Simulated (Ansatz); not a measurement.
## C: frozen-core PAW against all-electron methods

```yaml
crystal:
  lattice:
    - [0.00000, 1.74773, 1.78340]
    - [1.74773, 0.00000, 1.78340]
    - [1.74773, 1.74773, 0.00000]
  atoms:
    - { symbol: C, position: [0.50000, 0.50000, 0.50000] }
    - { symbol: C, position: [0.75000, 0.75000, 0.75000] }
```

Atoms are numbered in the order listed.

Conventional cell: a = 2.472 Å, b = 2.472 Å, c = 3.567 Å, α = 90.00°, β = 90.00°, γ = 90.00°. C (atom 1) is surrounded by 4 C at 1.52 Å.

The cell is COD entry 9008564, as deposited and not checked against the literature; nothing was relaxed. The listed cell was then made from it by scaling, straining or moving an atom.

Methods: DFT, PBE, PAW with Ansatz's default frozen-core files, scalar-relativistic (Ansatz 0.2.0); DFT, PBE, all-electron PAW with datasets made for the crystal, scalar-relativistic (Ansatz 0.2.0); DFT, PBE, all-electron LAPW, scalar-relativistic (Ansatz 0.2.0).

For PAW: a Γ-centred 20×20×20 k mesh, Fermi–Dirac smearing of 0.08 eV, cutoff 420 eV, no spin polarisation. The crystal-made all-electron datasets (AE datasets) take a cutoff of 560 eV at this cell. LAPW targets a basis error of 0.5 meV/atom. The Ansatz runs share mesh, smearing and spin set-up. Plane-wave (PAW) pressures include the program's estimate of the Pulay term.

Stress and pressure are positive in compression.

The change that made this cell: equal xx and yy strain of -2 %.

```csv
quantity,PAW,AE datasets,LAPW
pressure (GPa),20.88,20.89,20.89
stress xx (GPa),27.56,27.57,27.57
stress zz (GPa),7.52,7.51,7.52
band gap (eV),3.966,3.968,3.968
field gradient Vzz at C1 (10²¹ V/m²),0.10,0.09,–
```
